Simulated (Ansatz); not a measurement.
# A computed series for NaBr: response to strain

Consider NaBr in the rock salt structure (space group Fm-3m, No. 225; a = 6.036 Å). Axes: x, y, z lie along the cube axes.

Strains are applied to the cell and any free atomic positions relax; under biaxial strain the out-of-plane vector relaxes too.

All numbers come from PBE in Ansatz (plane waves to 420 eV, PAW, no SOC).

| variant | band gap | volume per atom |
|---|---|---|
| base | 4.07 eV | 27.49 Å³ |
| biaxial strain −4.38 %, plane normal [001], relaxed out of plane | 4.23 eV | 25.76 Å³ |
| biaxial strain +4.73 %, plane normal [001], relaxed out of plane | 3.86 eV | 29.49 Å³ |
| biaxial strain +1.59 %, plane normal [110], relaxed out of plane | (withheld) | 28.06 Å³ |
| biaxial strain +3.71 %, plane normal [111], relaxed out of plane | 3.78 eV | 28.67 Å³ |
| isotropic strain +2.44 % | (withheld) | 29.55 Å³ |
| isotropic strain +4.97 % | 3.70 eV | 31.79 Å³ |
| uniaxial strain ε_xx = +1.05 % | 4.03 eV | 27.78 Å³ |
| uniaxial strain ε_xx = +2.88 % | (withheld) | 28.28 Å³ |
| tensor shear ε_xz = −3.73 % | (withheld) | 27.45 Å³ |

Q: Complete the table.

A: 
- biaxial strain +1.59 %, plane normal [110], relaxed out of plane, band gap: 3.96 eV
- isotropic strain +2.44 %, band gap: 3.88 eV
- uniaxial strain ε_xx = +2.88 %, band gap: 3.97 eV
- tensor shear ε_xz = −3.73 %, band gap: 3.89 eV

A biaxial case was relaxed in a doubled cell and then solved in the primitive one. Whether these cells are dynamically stable was not tested.

Ansatz is a quantum-chemistry and plane-wave program.
